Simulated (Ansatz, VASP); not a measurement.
**Two plane-wave programs on Y**

INCAR

```
SYSTEM = Y
  PREC = Accurate
  ENCUT = 520
  EDIFF = 1E-6
  ISMEAR = 0
  SIGMA = 0.1
  LREAL = .FALSE.
  LASPH = .TRUE.
  NELM = 80
  ALGO = Fast
  ISIF = 2
  LWAVE = .FALSE.
  LCHARG = .FALSE.
  GGA = PE
  NBANDS = 30
```

The input KPOINTS:

```
regular mesh
0
G
  6 6 4
  0 0 0
```

File POSCAR:

```
Y
1.0
    2.0298146149     -6.4389889595      0.0000000000
    2.0298146149      6.4389889595      0.0000000000
    0.0000000000      0.0000000000      5.3719565034
Y
4
Direct
    0.0980000000      0.9020000000      0.9100000000
    0.5980000000      0.4020000000      0.5900000000
    0.9020000000      0.0980000000      0.0900000000
    0.4020000000      0.5980000000      0.4100000000
```

Input for Ansatz:

```yaml
crystal:
  lattice:
    - [2.0298146149, -6.4389889595, 0.0]
    - [2.0298146149, 6.4389889595, 0.0]
    - [0.0, 0.0, 5.3719565034]
  atoms:
    - { symbol: "Y", position: [0.098, 0.902, 0.91] }
    - { symbol: "Y", position: [0.598, 0.402, 0.59] }
    - { symbol: "Y", position: [0.902, 0.098, 0.09] }
    - { symbol: "Y", position: [0.402, 0.598, 0.41] }
basis:
  ecutwfc: 420
kpoints:
  mp_grid: { grid: [6, 6, 4] }
hamiltonian:
  xc: pbe
scf:
  occupations: { method: gaussian, width: 0.1 }
  lower_state_search: "off"
output:
  forces: true
  stress: true
  eigenvalues: true
```

Alike in both runs: task single point; functional PBE; k mesh 6 × 6 × 4; occupations gaussian, width 0.1 eV; no spin polarisation.

|  | VASP | Ansatz |
| --- | --- | --- |
| version | VASP 6.6.1 | Ansatz 0.2.0 |
| potentials or method | VASP PAW PBE potentials, release 64 (Y_sv) | scalar-relativistic, plane waves, PAW |
| plane-wave cutoff (eV) | 520 | 420 |
| valence electrons in the cell | 44 | 44 |

|  | VASP | Ansatz | Ansatz less VASP |
| --- | --- | --- | --- |
| gap on the k mesh at the Fermi level (eV) | none | none | - |
| pressure (GPa) | 0.5 | 0.4 | -0.05 |
| largest component of the traceless stress (GPa) | 2.21 | 2.21 | -0.006 |
| rms of the force components (eV/Å) | 1.432 | 1.425 | -0.0075 |

Atom by atom the forces differ by 0.008 eV/Å (rms over components). A gap of «none» marks a metal or a gap that the smearing closes. The functional is the same, so the differences come from potentials, cutoffs and numerics.

Caveats: forces of over 1 eV/Å show positions far from the minimum, so gaps and moduli don't describe the material at rest.
